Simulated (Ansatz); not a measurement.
Strain and the gap of KBr (h-MgO type)

KBr, h-MgO type, relaxed with r2SCAN in the PAW code Ansatz. The symmetry is P6_3/mmc (No. 194, hexagonal); conventional cell a = 5.618 Å, c = 6.554 Å, 44.78 Å³ an atom. Around K lie 5 Br at 3.24–3.28 Å; around Br lie 5 K at 3.24–3.28 Å.

The axes x, y and z are those of this cell:
```yaml
crystal:
  lattice:
    - [5.61812, 0.00000, 0.00000]
    - [-2.80906, 4.86544, 0.00000]
    - [0.00000, 0.00000, 6.55360]
  atoms:
    - { symbol: K, position: [0.33333, 0.66667, 0.25000] }
    - { symbol: K, position: [0.66667, 0.33333, 0.75000] }
    - { symbol: Br, position: [0.66667, 0.33333, 0.25000] }
    - { symbol: Br, position: [0.33333, 0.66667, 0.75000] }
```

Unstrained: With PBE the gap is 4.189 eV and direct, at Γ. With r2SCAN the gap is 4.764 eV and direct, at Γ. With HSE06 the gap is 5.298 eV and direct, at Γ. Meshes: PBE 6×6×4, r2SCAN 6×6×4, HSE06 6×6×4. Strains are changes of length per length. After each strain the atoms were relaxed again with r2SCAN within the symmetry that the strain leaves, so tilts or polar shifts that break it weren't tested; points keep the names that they have in the unstrained zone. These are computed values for a spin-unpolarised cell that may be hypothetical; none is a measurement.

Changes of the least gap in eV (an overlap counts as a negative gap):
```csv
strain,volume change (%),space group,PBE,r2SCAN,HSE06,"energy rise, r2SCAN (meV/atom)"
uniaxial +1.52 % along x,+1.5,Cmcm,-0.023,-0.018,–,0.4
```

Uniaxial +1.52 % along x, other directions held. r2SCAN: the gap goes from 4.764 to 4.746 eV (-0.018 eV). Stress change with r2SCAN, compression positive: xx -0.23, yy -0.20, zz -0.06 GPa.

Spin-orbit coupling is left out.

The meshes of the hybrids are coarse, so their gaps aren't converged to the digits shown.
